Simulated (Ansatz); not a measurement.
**BeO: response to strain**

Take BeO in the wurtzite structure (space group P6_3mc, No. 186) as the base.

```
CELL_PARAMETERS angstrom
      2.71181     0.00000     0.00000
     -1.35591     2.34850     0.00000
      0.00000     0.00000     4.40456
ATOMIC_POSITIONS crystal
  Be 0.66667 0.33333 0.00149
  Be 0.33333 0.66667 0.50149
  O  0.66667 0.33333 0.62371
  O  0.33333 0.66667 0.12371
```

Cartesian axes are those of the cell as printed.

Strains are applied to the cell and any free atomic positions relax; under biaxial strain the out-of-plane vector relaxes too; under stress the whole cell relaxes.

Method: PBE (Ansatz, a program for electronic structure; PAW; 420 eV plane waves; no spin-orbit coupling).

Notes on the quantities. pressure: mean of the normal stresses, compression positive.

| change | band gap | space group | pressure |
|---|---|---|---|
| base | 7.45 eV | P6_3mc (No. 186) | 0.00 GPa |
| biaxial strain −4.06 %, plane normal [001], relaxed out of plane | 7.88 eV | P6_3mc (No. 186) | 16.70 GPa |
| biaxial strain −0.79 %, plane normal [001], relaxed out of plane | 7.59 eV | P6_3mc (No. 186) | 2.81 GPa |
| biaxial strain +1.95 %, plane normal [001], relaxed out of plane | 7.06 eV | P6_3mc (No. 186) | -6.11 GPa |
| isotropic strain −0.91 % | ___ | P6_3mc (No. 186) | 6.04 GPa |
| isotropic strain +3.99 % | 6.31 eV | P6_3mc (No. 186) | -19.73 GPa |
| uniaxial strain ε_yy = −3.33 % | ___ | Cmc2_1 (No. 36) | 7.57 GPa |
| uniaxial strain ε_yy = +0.87 % | 7.35 eV | Cmc2_1 (No. 36) | -1.78 GPa |
| tensor shear ε_xz = −3.08 % | 7.26 eV | Cc (No. 9) | ___ |
| uniaxial stress, 8 GPa compression along x | 7.50 eV | Cmc2_1 (No. 36) | – |

Q: What belongs in the blanks?

A: 
- isotropic strain −0.91 %, band gap: 7.74 eV
- uniaxial strain ε_yy = −3.33 %, band gap: 7.66 eV
- tensor shear ε_xz = −3.08 %, pressure: 0.23 GPa

Stability under load was not tested beyond the relaxation.
